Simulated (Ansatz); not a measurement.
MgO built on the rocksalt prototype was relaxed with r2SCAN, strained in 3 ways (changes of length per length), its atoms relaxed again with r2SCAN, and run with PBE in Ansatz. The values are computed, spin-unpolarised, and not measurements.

Uniaxial -2.47 % along [111], other directions held. Input:
```yaml
crystal:
  lattice:
    - [-0.0346156901, 2.0675517267, 2.0675517267]
    - [2.0675517267, -0.0346156901, 2.0675517267]
    - [2.0675517267, 2.0675517267, -0.0346156901]
  atoms:
    - { symbol: Mg, position: [0.0, 0.0, 0.0] }
    - { symbol: O, position: [0.5, 0.5, 0.5] }
kpoints:
  mp_grid: { grid: [10, 10, 10] }
  band_path:
    path:
      - [0.0, 0.0, 0.0]
      - [0.5, 0.0, 0.5]
      - [0.625, 0.25, 0.625]
      - [0.375, 0.375, 0.75]
      - [0.5, 0.5, 0.5]
      - [0.5, 0.25, 0.75]
    npoints: 1
hamiltonian:
  xc: pbe
scf:
  occupations: { method: fermi_dirac, width: 0.02 }
  n_extra_bands: 4
output:
  forces: true
  stress: true
  eigenvalues: true
```

Main results, then levels in eV from the Fermi energy at the points of the path (names of the unstrained zone, bands numbered from 0):
```
Crystal: 2 atoms, lattice volume = 18.120 Å³
Basis set: ecut = 420 eV, 337 PW (Γ)
Symmetry: 12 space group operations
Space group: R-3m (ITA 166)
k-points: 116 of 1000
Free energy (F): -2494.098255 eV
Fermi energy:    11.102530 eV
--- Stress (GPa, compression-positive) ---
       10.138053       2.423195       2.423195
        2.423195      10.138053       2.423195
        2.423195       2.423195      10.138053
  P = ⅓ Tr σ = 10.1381 GPa (101.381 kbar)
```
```tsv
point	band_3	band_4	band_5	band_6	band_7	band_8	band_9	band_10
Γ	-41.491	-19.990	-2.641	-2.641	-2.456	2.455	13.169	13.169
X	-41.524	-18.363	-6.753	-4.062	-3.856	6.570	7.780	10.843
U	-41.516	-18.319	-6.145	-5.307	-3.849	7.558	9.666	10.253
K	-41.516	-18.319	-6.145	-5.307	-3.849	7.558	9.666	10.253
L	-41.502	-18.522	-7.230	-3.374	-3.374	5.363	10.657	13.720
W	-41.527	-18.292	-5.624	-5.591	-4.397	9.208	9.298	10.039
```

The PBE gap is direct at Γ: 4.91 eV. The mean pressure at these positions is +10.14 GPa, compression counted positive.

Xy shear, engineering strain (angle) -1.33 %. These blocks change:
```yaml
crystal:
  lattice:
    - [-0.0139794133, 2.1021674168, 2.1021674168]
    - [2.1021674168, -0.0139794133, 2.1021674168]
    - [2.0881880035, 2.0881880035, 0.0]
  atoms:
    - { symbol: Mg, position: [0.0, 0.0, 0.0] }
    - { symbol: O, position: [0.5, 0.5, 0.5] }
```

```
Crystal: 2 atoms, lattice volume = 18.579 Å³
Basis set: ecut = 420 eV, 339 PW (Γ)
Symmetry: 8 space group operations
Space group: Immm (ITA 71)
k-points: 171 of 1000
Free energy (F): -2494.126110 eV
Fermi energy:    10.629533 eV
--- Stress (GPa, compression-positive) ---
        5.640584       1.957939       0.000000
        1.957939       5.640584       0.000000
        0.000000       0.000000       5.601917
  P = ⅓ Tr σ = 5.6277 GPa (56.277 kbar)
```
```tsv
point	band_3	band_4	band_5	band_6	band_7	band_8	band_9	band_10
Γ	-41.421	-19.705	-2.474	-2.426	-2.375	2.370	13.235	13.431
X	-41.452	-18.152	-6.497	-3.771	-3.770	6.729	7.627	10.739
U	-41.445	-18.123	-5.911	-5.136	-3.569	7.715	9.424	10.167
K	-41.443	-18.114	-5.903	-5.094	-3.640	7.613	9.536	10.157
L	-41.430	-18.355	-7.030	-3.136	-3.084	5.483	10.322	13.820
W	-41.454	-18.087	-5.375	-5.374	-4.199	9.249	9.274	9.849
```

The PBE gap is direct at Γ: 4.74 eV. With the atoms held, the mean pressure is +5.63 GPa (compression positive).

Isotropic +0.32 % on every length. These blocks change:
```yaml
crystal:
  lattice:
    - [0.0, 2.1088943526, 2.1088943526]
    - [2.1088943526, 0.0, 2.1088943526]
    - [2.1088943526, 2.1088943526, 0.0]
  atoms:
    - { symbol: Mg, position: [0.0, 0.0, 0.0] }
    - { symbol: O, position: [0.5, 0.5, 0.5] }
```

```
Crystal: 2 atoms, lattice volume = 18.758 Å³
Basis set: ecut = 420 eV, 339 PW (Γ)
Symmetry: 48 space group operations
Space group: Fm-3m (ITA 225)
k-points: 47 of 1000
Free energy (F): -2494.132992 eV
Fermi energy:    10.449059 eV
--- Stress (GPa, compression-positive) ---
        4.002445       0.000000       0.000000
        0.000000       4.002445       0.000000
        0.000000       0.000000       4.002445
  P = ⅓ Tr σ = 4.0024 GPa (40.024 kbar)
```
```tsv
point	band_3	band_4	band_5	band_6	band_7	band_8	band_9	band_10
Γ	-41.397	-19.596	-2.365	-2.365	-2.365	2.339	13.433	13.433
X	-41.425	-18.071	-6.399	-3.697	-3.697	6.777	7.583	10.700
U	-41.418	-18.043	-5.816	-5.049	-3.496	7.728	9.378	10.139
K	-41.418	-18.043	-5.816	-5.049	-3.496	7.728	9.378	10.139
L	-41.406	-18.288	-6.952	-3.010	-3.010	5.528	10.201	13.940
W	-41.427	-18.007	-5.284	-5.284	-4.122	9.269	9.269	9.768
```

PBE gives a direct gap of 4.70 eV at Γ. At this geometry PBE finds +4.00 GPa, compression counted positive: its own equilibrium volume is larger.
